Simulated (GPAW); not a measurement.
**KBr in GPAW: convergence with grid spacing (A)**

Input of the first run (grid spacing (A) 0.26); the others differ in this setting and in those tied to it:

run.py

```python
from ase import Atoms
from ase.dft.bandgap import bandgap
from ase.io import write
from gpaw import GPAW

atoms = Atoms(['Br', 'K'],
              cell=[[4.043499, 0.0, 0.0],
                    [0.0, 4.043499, 0.0],
                    [0.0, 0.0, 4.043499]],
              scaled_positions=[[0.5, 0.5, 0.5],
                                [0.0, 0.0, 0.0]],
              pbc=True)

calc = GPAW(mode='fd',
            h=0.26,
            xc='RPBE',
            kpts={'size': (7, 7, 7), 'gamma': True},
            occupations={'name': 'fermi-dirac', 'width': 0.05},
            nbands=16,
            convergence={'density': 1e-05, 'energy': 1e-05},
            maxiter=100,
            txt='gpaw.txt')
atoms.calc = calc
energy = atoms.get_potential_energy()
forces = atoms.get_forces()
calc.write('gs.gpw')
write('result.traj', atoms)
print(f'Energy: {energy:.6f} eV')
print('Forces (eV/A):')
print(forces.round(4))
print('Fermi level:', round(calc.get_fermi_level(), 4), 'eV')
print(f'Gap: {bandgap(calc)[0]:.4f} eV, direct: {bandgap(calc, direct=True)[0]:.4f} eV')
```

Potentials or basis: the program's PAW data sets (release 1.2.1) made for this functional, fd.

Run with:

```bash
$ OMP_NUM_THREADS=1 python run.py
```

Measurements of this composition are mostly on another form, of space group No. 225.

Hardware: 1 thread of Arm Neoverse V1, with other jobs on the host.

Question: The values tried are 0.26, 0.23, 0.2, 0.18, 0.16, 0.14, 0.12, loosest first. From which on does the energy stay within 1 meV/atom of the tightest run that finished?

Answer: From 0.2 on.

```tsv
grid spacing (A)	energy less the tightest run, at zero smearing (meV/atom)	SCF cycles	CPU time (s)	peak memory (GiB)
0.26	-4.77	12	13	0.15
0.23	-4.77	12	14	0.15
0.2	-0.35	13	22	0.2
0.18	-0.31	13	34	0.26
0.16	-0.31	13	34	0.26
0.14	-0.27	14	55	0.35
0.12	0.00	15	83	0.47
```

The tightest run that finished is the yardstick and may itself not be fully converged.

Caveat, for the tightest run too: the real-space grid adds noise to forces; an odd mesh through Γ misses points on the zone boundary, where band edges often lie.
